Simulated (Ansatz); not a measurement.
# AlAs: a As atom hops into a vacancy

One As atom is taken out of a 2×2×2 supercell of AlAs. How high is the barrier for its neighbour As9, 4.00 Å away, to move into the hole? The program relaxes both ends, then the band.

Program: Ansatz 0.2.0. Level of theory: DFT PBE, plane waves, PAW, scalar-relativistic, no spin polarisation. These are calculated values, not measurements.

## Step 1: Starting point

The cell holds 15 atoms (Al8As7): a = 8.002 Å, b = 8.002 Å, c = 8.002 Å, α = 60.00°, β = 60.00°, γ = 60.00°.

The empty site lies at (4.23, 1.42, 4.24) Å, and As9 starts at (1.41, 4.26, 4.25) Å. All atoms were shaken by about 0.02 Å to break the symmetry.

Structure file:

```xyz
15
Lattice="0.0000 5.6579 5.6579 5.6579 0.0000 5.6579 5.6579 5.6579 0.0000" Properties=species:S:1:pos:R:3 pbc="T T T"
Al   -0.0161   -0.0175   -0.0167
As    1.4045    1.4529    1.4232
Al    2.8458    2.8070   -0.0252
As    4.2445    4.2312    1.4307
Al    2.8673    0.0039    2.8342
Al    5.6344    2.8259    2.8320
As    7.0624    4.2193    4.2823
Al    0.0236    2.8094    2.8272
As    1.4071    4.2550    4.2500
Al    2.8159    5.6777    2.8094
As    4.2581    7.0445    4.2183
Al    2.8123    2.8193    5.6299
As    4.2087    4.2423    7.0637
Al    5.6722    5.6745    5.6854
As    7.0639    7.0444    7.0861
```

## Step 2: Relaxing the ends and the band

crystal.atoms is the first end and neb.final_atoms the second, which differs in As9 alone.

Input file input.yaml:

```yaml
crystal:
  lattice:
    - [0.0, 5.657932, 5.657932]
    - [5.657932, 0.0, 5.657932]
    - [5.657932, 5.657932, 0.0]
  atoms:
    - { symbol: Al, position: [-0.00160308, -0.00135186, -0.00148664] }
    - { symbol: As, position: [0.13005176, 0.12149555, 0.12673845] }
    - { symbol: Al, position: [-0.0056606, 0.00121297, 0.50177015] }
    - { symbol: As, position: [0.12526123, 0.12760497, 0.62257578] }
    - { symbol: Al, position: [-0.00257945, 0.50351266, 0.00326787] }
    - { symbol: Al, position: [0.00207632, 0.49845641, 0.49737909] }
    - { symbol: As, position: [0.12718195, 0.62968409, 0.61854108] }
    - { symbol: Al, position: [0.49602535, 0.00365394, 0.00052215] }
    - { symbol: As, position: [0.6272533, 0.12389699, 0.12479047] }
    - { symbol: Al, position: [0.50117999, -0.00463483, 0.5023167] }
    - { symbol: As, position: [0.61901327, 0.12653885, 0.62605121] }
    - { symbol: Al, position: [0.49813876, 0.49690699, 0.00014539] }
    - { symbol: As, position: [0.62720104, 0.62125506, 0.12259453] }
    - { symbol: Al, position: [0.50262644, 0.50222202, 0.50030084] }
    - { symbol: As, position: [0.62448287, 0.62793192, 0.62056549] }
kpoints:
  mp_grid: { grid: [2, 2, 2] }
magnetization:
  spin_polarized: false
scf:
  occupations: { method: gaussian, width: 0.1 }
hamiltonian:
  pseudopotentials: { kind: paw }
  xc: pbe
basis:
  ecutwfc: 420
neb:
  images: 3
  relax_end_points: true
  climbing: true
  f_tol: 0.1
  max_iterations: 40
  order_check: false
  final_atoms:
    - { symbol: Al, position: [-0.00160308, -0.00135186, -0.00148664] }
    - { symbol: As, position: [0.13005176, 0.12149555, 0.12673845] }
    - { symbol: Al, position: [-0.0056606, 0.00121297, 0.50177015] }
    - { symbol: As, position: [0.12526123, 0.12760497, 0.62257578] }
    - { symbol: Al, position: [-0.00257945, 0.50351266, 0.00326787] }
    - { symbol: Al, position: [0.00207632, 0.49845641, 0.49737909] }
    - { symbol: As, position: [0.12718195, 0.62968409, 0.61854108] }
    - { symbol: Al, position: [0.49602535, 0.00365394, 0.00052215] }
    - { symbol: As, position: [0.12641952, 0.62264451, 0.1245704] }
    - { symbol: Al, position: [0.50117999, -0.00463483, 0.5023167] }
    - { symbol: As, position: [0.61901327, 0.12653885, 0.62605121] }
    - { symbol: Al, position: [0.49813876, 0.49690699, 0.00014539] }
    - { symbol: As, position: [0.62720104, 0.62125506, 0.12259453] }
    - { symbol: Al, position: [0.50262644, 0.50222202, 0.50030084] }
    - { symbol: As, position: [0.62448287, 0.62793192, 0.62056549] }
```

The run is started by

```sh
$ ansatz run input.yaml --threads 4 --pin off --max-ram 8192MiB --backend cpu --events-out ev --progress --plain --runs-dir out
```

Log (excerpt; [...] marks lines left out):

```text
Warning: neb: disabling space-group detection — the band's intermediate images generally break the endpoint symmetry, so no spatial operation reduces the k-mesh or symmetrises the density, except that a semilocal band can use its path's symmetry ahead of convergence; time reversal is [...]
Warning: RAYON_NUM_THREADS=4 ignored (pool sized by the plan → 4); use --threads N
[...]
Pseudopotentials: kind: paw
Pseudopotential: Al, paw, valence charge 3, recommended cutoff 420 eV (normal), Al.paw.azcp
Pseudopotential: As, paw, valence charge 15, recommended cutoff 420 eV (normal), As.paw.azcp
Functional definition: PBE
[...]
parallel-image band execution: 3 concurrent image workers
NEB image 0
Crystal: 15 atoms, lattice volume = 362.246 Å³
Basis set: ecut = 420 eV, 7119 PW (Γ), exchange–correlation on 108×108×108 points (8 copies of the dense FFT grid, shifted against one another)
Bands: 80, of which v1, the nominal top of the filled ones, is band 65 counted from 1 (64 counted from 0)
Symmetry: 1 space group operations
k-points: 8
[...]
SCF iter   1: F=—  HF=-38296.365678 eV  |F-HF|=—  |Δ(HF+E_count)|=         —  Δρ=1.65e-3  dr2=1.63e-2  ethr=1.77e-3  ⟨swp⟩=8.1  Hψ=2782  notcnv=0
[...]
NSCF: frozen V_eff on 8 k-points
NEB image 4
[...]
NSCF: frozen V_eff on 8 k-points
NEB end point (image 0): max|allowed force component| = 6.178e-1 eV/Å (the criterion of neb.relax_end_points is 2.000e-2)
NEB end point (image 4): max|allowed force component| = 7.596e-1 eV/Å (the criterion of neb.relax_end_points is 2.000e-2)
NEB image 0, for its relaxation
[...]
NEB image 0, for its relaxation
[...]
NEB image 0, for its relaxation
[...]
NEB image 0, for its relaxation
[...]
NEB image 0
[...]
NSCF: frozen V_eff on 8 k-points
NEB end point (image 0): relaxed in 23 SCF iterations, 0.207594 eV lower, largest move of an atom 0.121 Å; not tested for a saddle point
NEB image 4, for its relaxation
[...]
NEB image 4, for its relaxation
[...]
SCF iter   3: F=—  HF=-38296.546366 eV  |F-HF|=—  |Δ(HF+E_count)|=   8.31e-3  Δρ=4.20e-4  dr2=1.17e-3  ethr=3.27e-5  ⟨swp⟩=2.0  Hψ=757  notcnv=0  defer=58
```

## Step 3: The output, continued

The log, continued (excerpt; [...] marks lines left out):

```text
SCF iter   4: F=—  HF=-38296.546500 eV  |F-HF|=—  |Δ(HF+E_count)|=   1.34e-4  Δρ=1.30e-4  dr2=1.06e-4  ethr=9.03e-7  ⟨swp⟩=2.0  Hψ=1185  notcnv=0  defer=63
[...]
NEB image 4, for its relaxation
[...]
NEB image 4, for its relaxation
[...]
NEB image 4
[...]
NSCF: frozen V_eff on 8 k-points
NEB end point (image 4): relaxed in 23 SCF iterations, 0.245365 eV lower, largest move of an atom 0.143 Å; not tested for a saddle point
NEB image 1
[...]
NEB image 2
[...]
NEB image 3
[...]
NEB iter   1: max|band force component| = 8.833e1 eV/Å  barrier→ = 26.5288 eV  barrier← = 26.5288 eV  Δτ_max = 0.1964 Å  (45 SCF iters)
[...]
NEB iter   2: max|band force component| = 4.519e1 eV/Å  barrier→ = 13.1203 eV  barrier← = 13.1203 eV  Δτ_max = 0.1915 Å  (28 SCF iters)
NEB image 1
[...]
SCF iter   7: F=-38295.458318 eV  HF=-38295.458318 eV  |F-HF|=1.98e-8  |Δ(HF+E_count)|=   6.78e-7  Δρ=2.77e-6  dr2=4.90e-8  ethr=7.75e-11  ⟨swp⟩=4.0  Hψ=1946  notcnv=0
[...]
NEB image 2
[...]
```

## Step 4: More of the same log

Output, continued (excerpt; [...] marks lines left out):

```text
SCF iter   1: F=—  HF=-38290.482405 eV  |F-HF|=—  |Δ(HF+E_count)|=         —  Δρ=1.15e-2  dr2=4.26e-1  ethr=3.31e-4  ⟨swp⟩=1.1  Hψ=3260  notcnv=0
[...]
NEB image 3
[...]
NEB iter   3: max|band force component| = 2.242e1 eV/Å  barrier→ = 6.1720 eV  barrier← = 6.1720 eV  Δτ_max = 0.1519 Å  (24 SCF iters)
[...]
NEB iter   7: max|band force component| = 6.448e-1 eV/Å  barrier→ = 1.0332 eV  barrier← = 1.0332 eV  Δτ_max = 0.2000 Å  (25 SCF iters)
[...]
NEB iter  11: max|band force component| = 4.997e-1 eV/Å  barrier→ = 1.0684 eV  barrier← = 1.0684 eV  CI = image 2  Δτ_max = 0.1987 Å  (22 SCF iters)
[...]
NEB iter  15: max|band force component| = 7.239e-2 eV/Å  barrier→ = 0.9884 eV  barrier← = 0.9884 eV  CI = image 2  Δτ_max = 0.0420 Å  (18 SCF iters)
[...]
    - { symbol: Al, position: [0.02752442045089526, 0.4707544234637819, 0.048429478345285826] }
    - { symbol: Al, position: [0.027546167776481667, 0.4707501981388648, 0.4519202757790045] }
    - { symbol: As, position: [0.115938408440312, 0.5840422356709061, 0.6493375525156877] }
    - { symbol: Al, position: [0.46982392304225606, 0.03130705191942737, 0.0017138640447158515] }
    - { symbol: As, position: [0.42748731665047796, 0.2780566728734191, 0.14656433301797217] }
    - { symbol: Al, position: [0.46982890987246134, 0.03129877902892081, 0.49582573243746925] }
    - { symbol: As, position: [0.6090540038365301, 0.13713736206228, 0.6262388273812587] }
    - { symbol: Al, position: [0.6291213709283004, 0.5122327496350069, -0.07134757163949501] }
    - { symbol: As, position: [0.6450498654840005, 0.6562159802545764, 0.1238667359465051] }
    - { symbol: Al, position: [0.48757326957066305, 0.5137275980379347, 0.4986833384308239] }
    - { symbol: As, position: [0.6450629300117334, 0.6562120365916868, 0.5735225001948672] }
```

Run time: 4.2 min. Hardware: 4 threads of Arm Neoverse V1, shared host; peak memory 1.5 GiB.

## Step 5: What the band shows

Images 0 and 4 are the ends. Energies count from image 0; the path length is the program's own measure over all atoms.

| image | path (Å) | energy (eV) | As9 x y z (Å) | band force (eV/Å) |
| --- | --- | --- | --- | --- |
| 0 | 0.000 | 0.0000 | 1.41 4.24 4.25 | - |
| 1 | 1.238 | 0.2763 | 1.74 3.91 4.15 | 0.028 |
| 2* | 2.476 | 0.9822 | 2.40 3.25 3.99 | 0.013 |
| 3 | 4.190 | 0.6268 | 3.42 2.23 4.01 | 0.003 |
| 4 | 5.904 | 0.0000 | 4.24 1.41 4.26 | - |

The star marks the climbing image.

image, energy (eV) and a bar:
```
        0      0.000 
        1      0.276 ########
        2      0.982 ##############################
        3      0.627 ###################
        4      0.000
```

The top of the band by iteration:

```
iteration  highest image above image 0 (eV)  largest band force (eV/Å)
        1                           26.5288                     88.328
        3                            6.1720                     22.422
        5                            1.7340                      4.681
        7                            1.0332                      0.645
        9                            0.8474                      0.444
       11                            1.0684                      0.500
       13                            1.0211                      0.251
       15                            0.9884                      0.072
       17                            0.9826                      0.104
       18                            0.9822                      0.028
```

Positions of all images (Å):

```xyz
15
Lattice="0.000 5.658 5.658 5.658 0.000 5.658 5.658 5.658 0.000" Properties=species:S:1:pos:R:3 pbc="T T T" image=0 dE=0.0000
Al   -0.069    0.062   -0.067
As    1.413    1.399    1.417
Al    2.821    2.825    0.001
As    4.247    4.238    1.413
Al    2.907    0.075    2.909
Al    5.589    2.758    2.894
As    7.071    4.240    4.233
Al   -0.002    2.827    2.823
As    1.411    4.236    4.251
Al    2.822    5.651    2.827
As    4.241    7.067    4.243
Al    2.900    2.750    5.583
As    4.228    4.239    7.073
Al    5.656    5.647    5.661
As    7.070    7.075    7.070
15
Lattice="0.000 5.658 5.658 5.658 0.000 5.658 5.658 5.658 0.000" Properties=species:S:1:pos:R:3 pbc="T T T" image=1 dE=0.2763
Al    0.348   -0.355    0.002
As    1.481    1.395    1.233
Al    2.745    2.906   -0.249
As    4.256    4.169    1.233
Al    3.065    0.369    2.982
Al    5.281    2.586    2.982
As    7.000    4.308    3.983
Al    0.067    2.679    2.773
As    1.744    3.907    4.151
Al    2.972    5.584    2.773
As    4.280    7.029    4.232
Al    2.714    2.937    6.137
As    4.347    4.322    7.240
Al    5.724    5.585    5.615
As    6.986    6.962    7.240
15
Lattice="0.000 5.658 5.658 5.658 0.000 5.658 5.658 5.658 0.000" Properties=species:S:1:pos:R:3 pbc="T T T" image=2 dE=0.9822
Al    0.695   -0.702    0.154
As    1.402    1.419    1.081
Al    2.766    2.885   -0.323
As    4.231    4.248    1.081
Al    2.938    0.430    2.819
Al    5.220    2.713    2.819
As    6.978    4.330    3.960
Al    0.187    2.668    2.835
As    2.402    3.248    3.992
Al    2.982    5.464    2.835
As    4.319    6.989    4.222
Al    2.494    3.156    6.458
As    4.414    4.350    7.362
Al    5.728    5.580    5.665
As    6.958    6.895    7.363
15
Lattice="0.000 5.658 5.658 5.658 0.000 5.658 5.658 5.658 0.000" Properties=species:S:1:pos:R:3 pbc="T T T" image=3 dE=0.6268
Al    0.636   -0.643   -0.323
As    1.309    1.342    1.125
Al    2.846    2.804   -0.102
As    4.308    4.341    1.125
Al    2.666    0.204    2.863
Al    5.447    2.984    2.863
As    7.013    4.295    4.255
Al    0.170    2.803    2.860
As    3.423    2.228    4.015
Al    2.846    5.479    2.861
As    4.303    7.004    4.209
Al    2.607    3.043    6.107
As    4.275    4.384    7.355
Al    5.645    5.664    5.753
As    6.924    7.033    7.355
15
Lattice="0.000 5.658 5.658 5.658 0.000 5.658 5.658 5.658 0.000" Properties=species:S:1:pos:R:3 pbc="T T T" image=4 dE=0.0000
Al    0.084   -0.092   -0.086
As    1.401    1.403    1.415
Al    2.824    2.822    0.009
As    4.248    4.244    1.411
Al    2.831    0.000    2.831
Al    5.648    2.817    2.835
As    7.069    4.238    4.245
Al    0.060    2.886    2.892
As    4.239    1.407    4.263
Al    2.779    5.604    2.877
As    4.243    7.068    4.244
Al    2.739    2.908    5.573
As    4.233    4.226    7.073
Al    5.653    5.649    5.667
As    7.075    7.073    7.070
```

## Step 6: What came out

```
                    quantity                                                                   value
      relaxation of the ends  0.208 eV lower, moves up to 0.12 Å; 0.245 eV lower, moves up to 0.14 Å
            barrier forwards                                                                 0.98 eV
           barrier backwards                                                                 0.98 eV
second end relative to first                                                                0.000 eV
               highest image                                                   2 of 0 to 4, climbing
             band iterations                                                                      18
```

What this shows: Along this path the system climbs 0.98 eV from the first end (38 kT at 300 K); with a typical attempt rate of 10^13 per second that is roughly 10^-3 events a second. Both ends agree in energy to 1 meV. The input switches the test of curvatures off, so the top was not shown to be a first-order saddle. In 15 atoms the vacancy feels its images, and neither cell size nor mesh was tested. The k-mesh is coarse.
